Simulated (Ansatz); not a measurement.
A 12-atom cell of HfSi3O8 built on polar orthorhombic HfO2 (relaxed group P2) was put through Ansatz (plane waves). The cell was relaxed beforehand with r2SCAN.

The cell given to it:
```
CELL_PARAMETERS angstrom
4.36368 -0.17035 -0.00004
-0.17116 4.69947 -0.00004
-0.00004 -0.00004 5.09652
ATOMIC_POSITIONS crystal
Hf 0.24999 0.20432 0.04413
Si 0.25000 0.70433 0.41204
Si 0.75001 0.20433 0.58647
Si 0.74999 0.70433 0.90253
O 0.01192 0.37756 0.38128
O 0.01235 0.83767 0.14825
O 0.49652 0.52174 0.64545
O 0.57021 0.00735 0.85244
O 0.48808 0.03110 0.38129
O 0.48764 0.57098 0.14823
O 0.92980 0.40133 0.85243
O 0.00349 0.88694 0.64546
```

What the program printed (shortened):
```
scf.n_extra_bands = 7 over 43 filled bands (N_el = 86.0): the run solves 50 bands
Functional definition: HSE06
Crystal: 12 atoms, lattice volume = 104.366 Å³
Basis set: ecut = 420 eV, 2029 PW (Γ)
Symmetry: 1 space group operations
Space group: P1 (ITA 1)
k-points: 36 of 64 (time reversal used)
Exchange kernel: α = 0.2500, screened, ω = 0.2079 Å⁻¹, Wigner–Seitz truncation, v(0) = 1043.5023 eV·Å³, q-mesh 4×4×4
hybrid outer 1: dexx = +3.848e-2 eV, tail = 1.10e-3 eV
hybrid outer 2: dexx = +2.499e-6 eV, tail = 1.75e-7 eV, Δε = 7.03e-3 eV, ΔF = 4.98e-3 eV/Å
hybrid outer 3: dexx = +2.109e-9 eV, tail = 1.97e-9 eV, Δε = 1.23e-4 eV, ΔF = 1.38e-4 eV/Å
NSCF: frozen V_eff on 9 k-points
Free energy (F): -22181.731072 eV
Fermi energy:    10.185817 eV
--- Forces (eV/Å), atoms counted from 1 ---
  atom   1  Hf      0.00000      0.00006      0.10375
  atom   2  Si      0.00005    -0.00001      0.01612
  atom   3  Si    -0.00008      0.00005      0.06957
  atom   4  Si    -0.00004      0.00001    -0.07387
  atom   5  O       0.03150      0.02074      0.02928
  atom   6  O       0.02664    -0.03218    -0.01206
  atom   7  O       0.05305    -0.00291      0.00134
  atom   8  O       0.08091    -0.00710    -0.07635
  atom   9  O     -0.03151    -0.02074      0.02929
  atom  10  O     -0.02664      0.03218    -0.01207
  atom  11  O     -0.08088      0.00702    -0.07630
  atom  12  O     -0.05301      0.00287      0.00130
--- Stress (GPa, compression-positive) ---
       -1.089032      -0.021249      -0.000056
       -0.021248      -1.392857       0.000165
       -0.000056       0.000165      -1.416588
  P = ⅓ Tr σ = -1.2995 GPa (-12.995 kbar)
--- Band table (eV; the first three rows and the last of 36) ---
  k-point 0: bands = […, 9.0258, 9.0692, 9.6197, 9.7270, 10.0286, 10.1858, 17.1172, 17.9072, 18.0644, 18.2227, …]
  k-point 1: bands = […, 8.6227, 8.8548, 8.9254, 9.6128, 9.8428, 10.0675, 17.3437, 17.8948, 18.2651, 18.4097, …]
  k-point 2: bands = […, 8.1538, 8.4211, 8.6686, 9.3841, 9.7490, 10.0436, 17.3939, 17.8017, 18.2792, 19.0903, …]
  k-point 35: bands = […, 8.5305, 8.5807, 8.8614, 9.0727, 9.3358, 9.4159, 17.2488, 17.4371, 18.2563, 19.8226, …]
```

The file bands.tsv (bands near the Fermi energy, numbered from 0, rounded):
```tsv
# k_distance	band_38	band_39	band_40	band_41	band_42	band_43	band_44	band_45	band_46
# fermi_ev = 10.185817
# [0, 0, 0] at k_distance = 0.000000
# [0, 0.0000086574, -0.4999999999] at k_distance = 0.616420
# [0, 0.5000086573, -0.4999999999] at k_distance = 1.286380
# [0, 0.4999999999, 0] at k_distance = 1.902800
# [-0.5, 0.4999999999, 0.0000089984] at k_distance = 2.624245
# [-0.5, 0.5000086573, -0.4999910015] at k_distance = 3.240664
# [-0.5, 0.0000086574, -0.4999910015] at k_distance = 3.910625
# [-0.5, 0, 0.0000089984] at k_distance = 4.527044
# [0.197917, -0.442708, 0] at k_distance = 5.656619
# levels_relative_to = fermi_ev
0.000	-1.117	-0.566	-0.459	-0.157	0.000	6.931	7.721	7.879	8.037
0.616	-1.765	-1.517	-0.802	-0.437	-0.142	7.208	7.616	8.093	8.904
1.286	-1.384	-1.071	-1.002	-0.747	-0.489	7.325	7.572	7.577	9.644
1.903	-1.039	-0.746	-0.571	-0.559	-0.452	6.925	6.979	7.960	9.482
2.624	-1.441	-0.963	-0.901	-0.603	-0.390	7.091	7.471	7.866	9.028
3.241	-1.605	-1.324	-1.113	-0.850	-0.770	7.063	7.251	8.070	9.637
3.911	-1.687	-1.092	-0.974	-0.826	-0.606	7.342	7.606	7.833	9.529
4.527	-1.667	-0.646	-0.560	-0.322	-0.267	7.010	7.892	7.907	8.924
5.657	-0.995	-0.935	-0.621	-0.569	-0.378	6.605	7.585	7.927	9.104
```
In order the rows are Γ, Z, D, B, A, E, C₂, Y₂, (0.198, -0.443, 0).

Question: Reconstruct the input.

Answer:
```yaml
crystal:
  # lattice and atoms as above
kpoints:
  mp_grid: { grid: [4, 4, 4] }
  band_path:
    path:
      - [0.0, 0.0, 0.0]
      - [0.0, 8.6574e-06, -0.4999999999]
      - [0.0, 0.5000086573, -0.4999999999]
      - [0.0, 0.4999999999, 0.0]
      - [-0.5, 0.4999999999, 8.9984e-06]
      - [-0.5, 0.5000086573, -0.4999910015]
      - [-0.5, 8.6574e-06, -0.4999910015]
      - [-0.5, 0.0, 8.9984e-06]
      - [0.197917, -0.442708, 0.0]
    npoints: 1
hamiltonian:
  xc: hse06
scf:
  occupations: { method: fixed }
  n_extra_bands: 7
output:
  forces: true
  stress: true
  eigenvalues: true
```
A single point prints forces and stress when the output block asks for them. The exchange loop shows exact exchange. This is the file that was run; thresholds and some counts can't be read off the log exactly.

It took 3.9 min on 1 × NVIDIA H100 80GB HBM3 with 2 threads of AMD EPYC 7R13 Processor (Zen 3), with other jobs on the host, load about 1.1 per core; peak host memory 3.1 GiB.

These are computed values for a spin-unpolarised cell that may be hypothetical; none is a measurement.

Spin-orbit coupling is left out, which matters wherever the heavy atoms make up the band edges.

The program warns that its thresholds are loose for a hybrid's stress.
